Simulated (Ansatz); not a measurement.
Molecular dynamics on a 2×2×2 supercell (16 atoms) of AgI (zincblende), relaxed with r2SCAN. Forces come from r2SCAN in Ansatz: a Nosé-Hoover thermostat at fixed volume, 800 K, steps of 1 fs. Computed, non-magnetic; the trajectory is short and the cell small, so nothing here is a converged average.

```yaml
crystal:
  lattice:
    - [0.0, 6.5771498493, 6.5771498493]
    - [6.5771498493, 0.0, 6.5771498493]
    - [6.5771498493, 6.5771498493, 0.0]
  atoms:
    - { symbol: Ag, position: [0.0, 0.0, 0.0] }
    - { symbol: I, position: [0.125, 0.125, 0.125] }
    - { symbol: Ag, position: [0.0, 0.0, 0.5] }
    - { symbol: I, position: [0.125, 0.125, 0.625] }
    - { symbol: Ag, position: [0.0, 0.5, 0.0] }
    - { symbol: I, position: [0.125, 0.625, 0.125] }
    - { symbol: Ag, position: [0.0, 0.5, 0.5] }
    - { symbol: I, position: [0.125, 0.625, 0.625] }
    - { symbol: Ag, position: [0.5, 0.0, 0.0] }
    - { symbol: I, position: [0.625, 0.125, 0.125] }
    - { symbol: Ag, position: [0.5, 0.0, 0.5] }
    - { symbol: I, position: [0.625, 0.125, 0.625] }
    - { symbol: Ag, position: [0.5, 0.5, 0.0] }
    - { symbol: I, position: [0.625, 0.625, 0.125] }
    - { symbol: Ag, position: [0.5, 0.5, 0.5] }
    - { symbol: I, position: [0.625, 0.625, 0.625] }
kpoints:
  mp_grid: { grid: [2, 2, 2] }
hamiltonian:
  xc: r2scan
scf:
  occupations: { method: fermi_dirac, width: 0.069 }
md:
  ensemble: nvt_nose_hoover
  temperature: 800
  timestep: 1.0
  n_steps: 40
  initial_velocities: maxwell_boltzmann
  seed: 7217
```

Command: `ansatz run input.yaml --threads 4 --pin off --max-ram 3686MiB --backend cpu --events-out ev --progress --plain --runs-dir out`. It ended after 7.6 min on 4 threads of Arm Neoverse N1, with other jobs on the host; peak host memory 3.1 GiB.

```csv
step,t (fs),T (K),free energy F from step 0 (meV/atom),kinetic energy (meV/atom),largest force (eV/Å)
0,0,800,0.0,96.9,0.00
1,1,800,0.0,96.9,0.03
2,2,799,0.1,96.8,0.05
3,3,798,0.2,96.7,0.08
4,4,796,0.4,96.5,0.10
5,5,794,0.7,96.3,0.13
6,6,792,1.0,96.0,0.16
7,7,789,1.3,95.6,0.18
8,8,786,1.7,95.2,0.21
9,9,782,2.2,94.8,0.24
10,10,778,2.6,94.3,0.26
```

The temperature goes from 800 K to 778 K in 10 fs. By the last step the atoms have moved 0.04 Å in the root mean square, the drift of the whole cell taken out, 0.07 Å at most. The job's limit cut the run after 10 of 40 steps.

Positions (Å) and forces (eV/Å) at step 10:
```
Ag   0.035   0.000  -0.010    -0.160  -0.020  -0.013
I    1.618   1.635   1.635     0.074  -0.038   0.069
Ag   3.237   3.289  -0.011     0.129  -0.101   0.040
I    4.876   4.944   1.628     0.217  -0.096  -0.022
Ag   3.316  -0.007   3.273    -0.105  -0.008   0.037
I    4.901   1.661   4.917     0.094  -0.048   0.034
Ag   6.610   3.297   3.312    -0.119   0.014  -0.106
I    8.221   4.904   4.954    -0.031   0.227  -0.131
Ag   0.027   3.302   3.266    -0.101  -0.019   0.037
I    1.633   4.949   4.912     0.026  -0.105   0.093
Ag   3.336   6.565   3.333    -0.088   0.016  -0.076
I    4.929   8.202   4.928     0.117   0.168   0.082
Ag   3.300   3.275   6.586    -0.077   0.048   0.020
I    4.942   4.964   8.204    -0.063  -0.158   0.038
Ag   6.596   6.588   6.615     0.006   0.019  -0.121
I    8.218   8.204   8.239     0.080   0.101   0.020
```
